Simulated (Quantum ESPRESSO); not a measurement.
**C: equation of state with PBE**

C:

```
CELL_PARAMETERS angstrom
2.12732 -1.22828 0.00000
2.12732 1.22828 0.00000
-1.37907 0.00000 3.50283
ATOMIC_POSITIONS crystal
C 0.16664 0.16664 0.99991
C 0.83336 0.83336 0.00009
```

This is a stacking variant of graphite.

```
Program             : Quantum ESPRESSO 7.5
Task                : equation of state
Functional          : PBE
Potentials or basis : SSSP 1.3 efficiency PBE
Cutoff              : 748 eV
Density cutoff      : 5987 eV
k mesh              : 13 × 13 × 8
Occupations         : fermi-dirac, width 0.05 eV
Spin                : no spin polarisation
Mixing beta         : 0.5
Most SCF iterations : 120
SCF threshold       : 4e-10 Ry
```

```json
{
  "Equilibrium volume": "9.29 Å³/atom",
  "Bulk modulus at fixed shape and positions": "263 GPa",
  "Pressure derivative of the bulk modulus": "3.6"
}
```

Energy against volume, from the lowest point:
| volume (Å³/atom) | energy (meV/atom) |
| --- | --- |
| 8.604 | 46.73 |
| 8.787 | 24.27 |
| 8.970 | 9.43 |
| 9.153 | 1.54 |
| 9.336 | 0.00 |
| 9.519 | 4.28 |
| 9.702 | 13.83 |

All runs of the series together: 3.9 min on 1 thread of Arm Neoverse V1 (shared host).

Caveat: the cell was scaled at fixed shape and fractional positions, which overstates the stiffness of a crystal with free parameters, most of all of layers and chains; this functional lacks dispersion, which binds the layers, so the pressure and a relaxed spacing across them are unreliable.
